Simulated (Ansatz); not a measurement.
Runs of Ansatz 0.2.0 on Cu. The structure is cubic, space group Fm-3m (No. 225). The conventional cell has a = 3.615 Å, b = 3.615 Å, c = 3.615 Å, α = 90.00°, β = 90.00°, γ = 90.00°. Cu (site symmetry m-3m) has 12 Cu at 2.56 Å as nearest neighbours. 

```tsv
task	level	cell	k mesh	cutoff (eV)	q mesh	points for each segment of the path	atoms under strain	gap on the mesh (eV)	pressure (GPa)	V0 of scaled cells (Å³/atom)	B0 (GPa)
equation of state	r2SCAN	as given	13 × 13 × 13	500	-	-	-	-	-	(a)	164
phonons	PBEsol	as given	12 × 12 × 12	420	4 × 4 × 4	8	-	none	-	-	-
elastic constants	PBEsol	as given	12 × 12 × 12	420	-	-	clamped	none	-6.6	-	-
single point	PBEsol	as given	13 × 13 × 13	420	-	-	-	none	-6.6	-	-
single point	PBEsol	cell strained at random at fixed volume	13 × 13 × 13	420	-	-	-	none	-6.5	-	-
equation of state	PBEsol	as given	13 × 13 × 13	420	-	-	-	-	-	11.31	169
```

Alike in all rows: potentials or basis Ansatz PAW; no spin polarisation; smearing fermi-dirac 0.05 eV.

**Question.** Fill in the values left out.

**Answer.** (a) 11.43.

Caveats: the PAW data sets come from PBE, with cores solved anew for the run's functional, which leaves a small shift of forces and pressure (some runs); the PAW data sets were made with another functional, which shifts forces and pressure a little (some runs); the cell is more than 3 GPa from zero pressure, which shifts response properties (some runs); elastic constants of metals need much finer meshes, so these are rough (some runs).

A gap of «none» marks a metal or a gap under the smearing width.

Runs at the PBE level aren't shown here.
